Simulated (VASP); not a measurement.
Here is a VASP 6.6.1 calculation.

INCAR

```
ALGO = Normal
EDIFF = 1E-7
ENCUT = 520
GGA = PE
ISIF = 2
ISMEAR = 0
KPAR = 4
LASPH = True
LCHARG = False
LREAL = False
LWAVE = False
NBANDS = 16
NELM = 80
PREC = Accurate
SIGMA = 0.03
```

KPOINTS

```
k-points
0
Gamma
  4 4 4
```

The input POSCAR:

```
InSb                                    
1.0
    0.0000000000      3.2603245811      3.2603245811
    3.2603245811      0.0000000000      3.2603245811
    3.2603245811      3.2603245811      0.0000000000
  In              Sb            
     1     1
Direct
     0.0000000000000000    0.0000000000000000    0.0000000000000000
     0.2500000000000000    0.2500000000000000    0.2500000000000000
```

The input KPOINTS_OPT:

```
explicit points
6
Reciprocal
 0.0000000000  0.0000000000  0.0000000000 1
 0.3750000000  0.3750000000  0.7500000000 1
 0.5000000000  0.5000000000  0.5000000000 1
 0.6250000000  0.2500000000  0.6250000000 1
 0.5000000000  0.2500000000  0.7500000000 1
 0.5000000000  0.0000000000  0.5000000000 1
```

Potentials or basis: VASP PAW PBE potentials, release 64 (In_d, Sb).

The run is started by

```bash
$ cat potpaw_PBE.64/In_d/POTCAR potpaw_PBE.64/Sb/POTCAR > POTCAR
$ mpirun -np 4 vasp_std > vasp.out
```

(1) Estimate the pressure.

(2) What does it give for the band gap along the path?

Answers

(1) 2.7 GPa.

(2) none (metal or under the smearing width).

Caveat: the k mesh is coarse (spacing up to 0.42 Å⁻¹), so the values aren't converged; spin-orbit coupling is left out, which moves the levels of the heavy elements; this crystal is a semiconductor, whose small gap the functional closes, so the metal is an error of the method.
